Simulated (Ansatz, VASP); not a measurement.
# BN: VASP beside Ansatz

```
CELL_PARAMETERS angstrom
0.00000 1.74583 1.74583
1.74583 0.00000 1.74583
1.74583 1.74583 0.00000
ATOMIC_POSITIONS crystal
B 0.00000 0.00000 0.00000
N 0.50000 0.50000 0.50000
```

Alike in both runs: task single point; functional PBE; k mesh 12 × 12 × 12; no spin polarisation.

|  | VASP | Ansatz |
| --- | --- | --- |
| version | VASP 6.6.1 | Ansatz 0.2.0 |
| potentials or method | VASP PAW PBE potentials, release 64 (B, N) | plane waves, PAW |
| plane-wave cutoff (eV) | 520 | 420 |
| occupations | gaussian, width 0.01 eV | fixed |
| valence electrons in the cell | 8 | 8 |

|  | VASP | Ansatz | Ansatz less VASP |
| --- | --- | --- | --- |
| gap on the k mesh at the Fermi level (eV) | 1.20 | 1.20 | +0.005 |
| pressure (GPa) | 3.9 | 3.9 | +0.06 |

A k mesh can miss the band edges. As with any semilocal functional, this PBE gap is likely too small.
